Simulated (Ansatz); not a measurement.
**TaSi$_{2}$ (P6_422), rigid cleavage**

The calculation used DFT r2SCAN, scalar-relativistic, plane waves, PAW (Ansatz). Cutoff 500 eV, Γ-centred 9×9×3 k-points, Gaussian smearing of 0.15 eV. Spin–orbit coupling is left out, which can shift energies with elements as heavy as these. No spin polarisation. Energies are free energies at this smearing, counted from the undisturbed cell; pressure is positive in compression.

The undisturbed cell (relaxed at this level; it needn't be the usual structure):

```
Ta Si
1.0
    -4.77997    0.00000    0.00000
    -2.38998   -4.13957    0.00000
     0.00000    0.00000   13.10951
Ta Si
6 12
Direct
  0.50000 0.00000 0.75000
  0.50000 0.00000 0.25000
  0.00000 0.50000 0.08333
  0.00000 0.50000 0.58333
  0.50000 0.50000 0.91667
  0.50000 0.50000 0.41667
  0.15827 0.68345 0.75000
  0.15827 0.68345 0.25000
  0.31655 0.84173 0.08333
  0.31655 0.84173 0.58333
  0.15827 0.15827 0.91667
  0.15827 0.15827 0.41667
  0.84173 0.31655 0.75000
  0.84173 0.31655 0.25000
  0.68345 0.15827 0.08333
  0.68345 0.15827 0.58333
  0.84173 0.84173 0.91667
  0.84173 0.84173 0.41667
```

The cut lies on the cell's a–b face, a (0 0 1) plane (indices in the standard cell, whose axes needn't be the Cartesian ones shown) of area 19.79 Å², between layers 2.18 Å apart. Vector c is lengthened by d along the normal with the atoms' Cartesian places fixed: one unrelaxed cut a cell. The cell is metallic on the mesh throughout.

```tsv
d (Å)	energy (J/m²)
0.00	0.00
0.50	1.34
1.00	3.17
2.00	4.86
3.00	5.15
```